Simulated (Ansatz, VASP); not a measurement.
## BN in two plane-wave programs

Aim: how closely do two programs agree when they are given the same cell, functional and k mesh? The cell is taken from a series of runs on this material, whose earlier steps may have relaxed, scaled, displaced or heated it; both programs get it as it stands.

Method: plane waves, with VASP 6.6.1 beside it; dielectric response at r2SCAN, in Ansatz 0.2.0.

### Step 1. Starting point

Symmetry: P6_3/mmc, No. 194, hexagonal system. Conventional cell: a = 2.504 Å, b = 2.504 Å, c = 6.661 Å, α = 90.00°, β = 90.00°, γ = 120.00°. B has 3 N at 1.45 Å nearest. Nearest to N lie 3 B at 1.45 Å. Farther neighbours and most contacts between anions are not listed.

### Step 2. Ansatz: dielectric response, r2SCAN

Ansatz runs on its default PAW (the set named soft_2) files.

The response to a field tests empty states and converges slowly with the mesh.

File input.yaml:

```yaml
crystal:
  lattice:
    - [2.50399, 0.0, 0.0]
    - [-1.251995, 2.1685189508, 0.0]
    - [0.0, 0.0, 6.6612]
  atoms:
    - { symbol: B, position: [0.3333333333, 0.6666666667, 0.25] }
    - { symbol: B, position: [0.6666666667, 0.3333333333, 0.75] }
    - { symbol: "N", position: [0.3333333333, 0.6666666667, 0.75] }
    - { symbol: "N", position: [0.6666666667, 0.3333333333, 0.25] }
kpoints:
  mp_grid: { grid: [9, 9, 4] }
hamiltonian:
  xc: r2scan
scf:
  occupations: { method: fixed }
dielectric: {}
```

On the command line:

```console
ansatz run input.yaml --threads 2 --pin off --max-ram 92160MiB --backend cuda --devices 1 --max-vram 13GiB --events-out ev --progress --plain --runs-dir out
```

Numbers of over 12 decimals in the logs are rounded to 6 here.

The program printed:

```text
GPUs: using 1 of 1 available (devices: 1).
Engine: ansatz 0.2.0, x86_64-unknown-linux-gnu
Pseudopotentials: kind: paw
Pseudopotential: B, paw, valence charge 3, recommended cutoff 500 eV (meta_gga), B.paw.azcp
Pseudopotential: N, paw, valence charge 5, recommended cutoff 500 eV (meta_gga), N.paw.azcp
Functional definition: r2SCAN
  parameter k0 = 0.174
  parameter k1 = 0.065
  parameter a1 = 4.9479
  exchange = r2scan_x(k0 = k0, k1 = k1, a1 = a1)
  correlation = r2scan_c
device memory: the entry about to start is reckoned to put 1.2 GiB on a device that reports 54.6 GiB free (of which the cap on the GPU budget leaves the run 13.0 GiB)
GPU FFT provider: cuFFT
GPU libraries: cuBLAS 13.8.2, cuFFT 12.4.0, cuSOLVER 12.3.4
Crystal: 4 atoms, lattice volume = 36.170 Å³
Basis set: ecut = 500 eV, 907 PW (Γ), exchange–correlation on 80×80×200 points (64 copies of the dense FFT grid, shifted against one another)
Bands: 12, of which v1, the nominal top of the filled ones, is band 8 counted from 1 (7 counted from 0)
Symmetry: 24 space group operations
k-points: 95 of 324 (irreducible under 2 space group operations, time reversal used)
Non-local potential: B, projectors of the file, l = 0: 2, l = 1: 2, l = 2: 1
Non-local potential: N, projectors of the file, l = 0: 2, l = 1: 2, l = 2: 1
PAW form: soft (Blöchl's): semilocal exchange-correlation on the pseudo side does not see the compensation charge
PAW frozen core: B, regenerated for the run's functional (the file was generated under x = pbe(κ = 0.804, μ = 0.219515), c = pbe(β = 0.066725))
PAW frozen core: N, regenerated for the run's functional (the file was generated under x = pbe(κ = 0.804, μ = 0.219515), c = pbe(β = 0.066725))
PAW one-centre angular grid: B, 302 points (default); XC on 160 Gauss nodes
PAW one-centre angular grid: N, 302 points (default); XC on 160 Gauss nodes
Initial density: superposition of atomic densities (neutral atoms: chi_scale 0, normalization atom), corrected by the library's trained network
Initial wavefunctions: pseudopotential atomic-orbital guess
GPU buffer pool allocated for 20000 grid points (all kernels)
GPU transforms: local potential and band sums: pruned to the plane-wave sphere, on 20×20×50
Functional: x = r2scan, c = r2scan; τ floored in thin density (d = 2e-4 eV/Å³)
SCF iter   1: F=—  HF=-1088.116165 eV  |F-HF|=—  |Δ(HF+E_count)|=         —  Δρ=8.62e-3  dr2=1.96e-2  dr2_τ=6.87e-1  ethr=1.77e-3  ⟨swp⟩=5.3  Hψ=6464  notcnv=0  defer=172
preconditioner: auto → none  [insulator: Δε(μ)=4.999 eV  Ē_g=16.840 eV  n_scr=4 (ndim 8)  ℏωp=24.7 eV  f_vac=0.023  ε∞_Penn≈3.2]
SCF iter   2: F=—  HF=-1088.246209 eV  |F-HF|=—  |Δ(HF+E_count)|=   1.30e-1  Δρ=5.12e-3  dr2=4.14e-3  dr2_τ=3.06e-4  ethr=1.23e-4  ⟨swp⟩=2.1  Hψ=2861  notcnv=0  defer=188
SCF iter   3: F=—  HF=-1088.245949 eV  |F-HF|=—  |Δ(HF+E_count)|=   2.60e-4  Δρ=8.95e-4  dr2=2.11e-4  dr2_τ=1.04e-4  ethr=2.58e-5  ⟨swp⟩=3.0  Hψ=2088  notcnv=0  defer=190
SCF iter   4: F=—  HF=-1088.245933 eV  |F-HF|=—  |Δ(HF+E_count)|=   1.64e-5  Δρ=2.85e-4  dr2=2.09e-5  dr2_τ=1.79e-6  ethr=1.32e-6  ⟨swp⟩=2.0  Hψ=1895  notcnv=0  defer=189
SCF iter   5: F=—  HF=-1088.245930 eV  |F-HF|=—  |Δ(HF+E_count)|=   3.38e-6  Δρ=1.02e-4  dr2=2.25e-6  dr2_τ=2.28e-7  ethr=1.31e-7  ⟨swp⟩=2.0  Hψ=1864  notcnv=0  defer=49
SCF iter   6: F=—  HF=-1088.245901 eV  |F-HF|=—  |Δ(HF+E_count)|=   2.86e-5  Δρ=4.06e-5  dr2=3.99e-7  dr2_τ=8.74e-9  ethr=1.41e-8  ⟨swp⟩=2.0  Hψ=1724  notcnv=0  defer=15
SCF iter   7: F=—  HF=-1088.245901 eV  |F-HF|=—  |Δ(HF+E_count)|=   4.11e-8  Δρ=5.13e-6  dr2=4.96e-9  dr2_τ=3.39e-10  ethr=2.50e-9  ⟨swp⟩=2.8  Hψ=2046  notcnv=0  defer=15
SCF iter   8: F=—  HF=-1088.245901 eV  |F-HF|=—  |Δ(HF+E_count)|=   1.02e-9  Δρ=1.14e-6  dr2=2.79e-10  dr2_τ=6.32e-12  ethr=3.10e-11  ⟨swp⟩=2.0  Hψ=1867  notcnv=0  defer=15
SCF iter   9: F=-1088.245901 eV  HF=-1088.245901 eV  |F-HF|=4.55e-13  |Δ(HF+E_count)|=  4.43e-11  Δρ=6.12e-8  dr2=6.68e-13  dr2_τ=2.13e-14  ethr=1.00e-12  ⟨swp⟩=4.1  Hψ=4145  notcnv=0
SCF 1 converged in 9 iterations: F = -1088.245901 eV  dr2 = 6.68e-13
  greatest PAW one-centre occupation: 0.805 electrons in one spin orbital (limit 2), on the N atom at site 2 (counted from 0), in its partial waves of l = 0
the response reads at least the filled bands of the reference SCF and the lowest empty band at each k-point, and that SCF's band table does not vouch for those bands. The notice of the band table in this run's record says why
device memory: the entry about to start is reckoned to put 0.3 GiB on a device that reports 53.8 GiB free (of which the cap on the GPU budget leaves the run 13.0 GiB)
NSCF: frozen V_eff on 1 k-points
device memory: the entry about to start is reckoned to put 0.3 GiB on a device that reports 53.4 GiB free (of which the cap on the GPU budget leaves the run 13.0 GiB)
NSCF: frozen V_eff on 1 k-points
device memory: the entry about to start is reckoned to put 0.3 GiB on a device that reports 53.4 GiB free (of which the cap on the GPU budget leaves the run 13.0 GiB)
NSCF: frozen V_eff on 1 k-points
device memory: the entry about to start is reckoned to put 0.3 GiB on a device that reports 52.7 GiB free (of which the cap on the GPU budget leaves the run 13.0 GiB)
NSCF: frozen V_eff on 1 k-points
device memory: the entry about to start is reckoned to put 0.1 GiB on a device that reports 51.7 GiB free (of which the cap on the GPU budget leaves the run 13.0 GiB)
device memory: the entry about to start is reckoned to put 1.3 GiB on a device that reports 51.7 GiB free (of which the cap on the GPU budget leaves the run 13.0 GiB)
DFPT response loops at Γ: preconditioner auto → Resta (q_TF=auto, 2.382 Å⁻¹)  ε∞=3.5 (no band partly filled); β = 1.00, the filter's whole step (`scf.mixing.beta` (0.50) is not read by the response loops at its default; to damp them type it under 1.00, their step now; it binds the ground state too); Broyden in place of MSR1
── the response to a field inside a basis, on 10×10×4 k-points: an SCF that follows is theirs, and a resumed run solves both again ──
device memory: the entry about to start is reckoned to put 0.2 GiB on a device that reports 51.1 GiB free (of which the cap on the GPU budget leaves the run 13.0 GiB)
GPU FFT provider: cuFFT
GPU libraries: cuBLAS 13.8.2, cuFFT 12.4.0, cuSOLVER 12.3.4
Bands: 9, of which v1, the nominal top of the filled ones, is band 8 counted from 1 (7 counted from 0)
k-points: 60 of 400 (irreducible under 8 space group operations)
Initial density: handed on by an earlier stage of this run
Initial wavefunctions: pseudopotential atomic-orbital guess (no wavefunctions were taken with the density)
GPU buffer pool allocated for 20000 grid points (all kernels)
GPU transforms: band sums: pruned to the plane-wave sphere, on 20×20×50
Eigensolver: Dense (60 Hₖ)
SCF iter   1: F=—  HF=-1088.243503 eV  |F-HF|=—  |Δ(HF+E_count)|=         —  Δρ=1.54e-4  dr2=1.10e-6  dr2_τ=1.38e-6  ethr=1.00e-1
preconditioner: auto → none  [insulator: Δε(μ)=4.947 eV  Ē_g=14.154 eV  n_scr=4 (ndim 8)  ℏωp=24.7 eV  f_vac=0.018  ε∞_Penn≈4.0]
SCF iter   2: F=—  HF=-1088.243507 eV  |F-HF|=—  |Δ(HF+E_count)|=   3.65e-6  Δρ=7.86e-5  dr2=2.88e-7  dr2_τ=2.96e-7  ethr=6.90e-9
SCF iter   3: F=-1088.243507 eV  HF=-1088.243507 eV  |F-HF|=3.44e-8  |Δ(HF+E_count)|=   2.33e-7  Δρ=1.32e-5  dr2=5.08e-8  dr2_τ=7.33e-9  ethr=1.80e-9
SCF 1 converged in 3 iterations: F = -1088.243507 eV  dr2 = 5.08e-8
  greatest PAW one-centre occupation: 0.805 electrons in one spin orbital (limit 2), on the N atom at site 3 (counted from 0), in its partial waves of l = 0
device memory: the entry about to start is reckoned to put 0.1 GiB on a device that reports 54.4 GiB free (of which the cap on the GPU budget leaves the run 13.0 GiB)
device memory: the entry about to start is reckoned to put 1.3 GiB on a device that reports 62.9 GiB free (of which the cap on the GPU budget leaves the run 13.0 GiB)
DFPT response loops at Γ: mixed as the last ones told, above
SCF converged after 9 iterations
Free energy (F): -1088.245901 eV
Harris-Foulkes:  -1088.245901 eV  (|F-HF|=4.55e-13)
Internal energy: -1088.245901 eV  (E = F + TS)
E sigma→0 (E₀):  -1088.245901 eV
Fermi energy:    4.442135 eV
--- Per-component energies (eV) ---
  E_band       = -48.261189
  E_kinetic    = 367.070350
  E_local      = -695.103998  (includes V_loc(G=0)·N_el)
  E_nonlocal   = 114.066863
  E_hartree    = 225.320677
  E_xc         = -181.988326
  E_vxc        = -252.358397  (∫ρ·V_xc dr)
  E_paw        = -419.640275  (= ΣΔE_a)
  E_vpaw       = -47.008477  (= ΣTr[D̂ρ^β])
  E_aug_tail   = 0.000045  (compensation charges beyond the density's cutoff)
  E_vtau       = 14.431075  (kinetic-family band-sum trace: ∫τ·v_τ [+ j·A + Jᵃ·Aᵃ] dr)
  E_ewald      = -497.875223
  E_core_change = -0.096013  (= ΣΔE_core)
  E_smearing   = -0.000000  (= −TS)
  E_closure    = -0.000000  (closes the sum)
  Σ components = -1088.245901   (vs F -1088.245901, Δ=0.00e0)
--- Band table (eV; the first three rows and the last of 95) ---
  k-point 0: bands = [... 4 lower, 3.0932, 3.0932, 3.1309, 3.1309, 10.0533, 15.4750, 16.8146, 16.8146]
  k-point 1: bands = [... 4 lower, 3.0987, 3.0987, 3.1254, 3.1254, 10.7786, 14.4560, 16.8331, 16.8331]
  k-point 2: bands = [... 4 lower, 3.1120, 3.1120, 3.1120, 3.1120, 12.5238, 12.5238, 16.8784, 16.8784]
  k-point 94: bands = [... 4 lower, -0.9734, -0.9734, 2.6005, 2.6005, 11.5602, 11.5602, 16.7644, 16.7644]
--- Dielectric response (ions clamped): 3 representative field directions + reference, inside a basis on a mesh of 400 k-points (Σ response iterations 12) ---
  ε∞ (high-frequency dielectric tensor):
        4.403244     0.000000     0.000000
        0.000000     4.403244    -0.000000
        0.000000    -0.000000     2.626860
  Born effective charges Z* (e; rows j = field, columns β = displacement):
    site 0:
         2.72014   -0.00000    0.00000
         0.00000    2.72014   -0.00000
         0.00000   -0.00000    0.77545
    site 1:
         2.72014    0.00000    0.00000
        -0.00000    2.72014   -0.00000
         0.00000   -0.00000    0.77545
    site 2:
        -2.72014    0.00000   -0.00000
        -0.00000   -2.72014   -0.00000
        -0.00000    0.00000   -0.77545
    site 3:
        -2.72014   -0.00000   -0.00000
        -0.00000   -2.72014    0.00000
        -0.00000    0.00000   -0.77545
  Z* charge neutrality: 7.434e-4 e pre-enforcement
  solved inside a basis spanned on kpoints, on 10×10×4 k-points, its susceptibility summed on 14×14×4: ε∞ is read to err by 1.3e-2, Z* by 1.1e-2 e (field_mesh: kpoints solves on kpoints); Z* is corrected for what the basis lacks
```

The column dr2 measures how far the density is from self-consistency, as an energy; F and HF (Harris–Foulkes) agree once it is small.

[end of part 1 of 2]

[Lines on the potential files, build, host, timing and source positions are cut from VASP's logs without a mark.]

[Logs are printed without paths, hosts, clocks, repeated set-up lines and the standing remarks that a program may print on its own settings, such as how far it seeks lower states.]

[Hosts, paths, dates, database ids (printed as entryN), source tags and the programs' standing remarks are cut or masked in the printed files.]
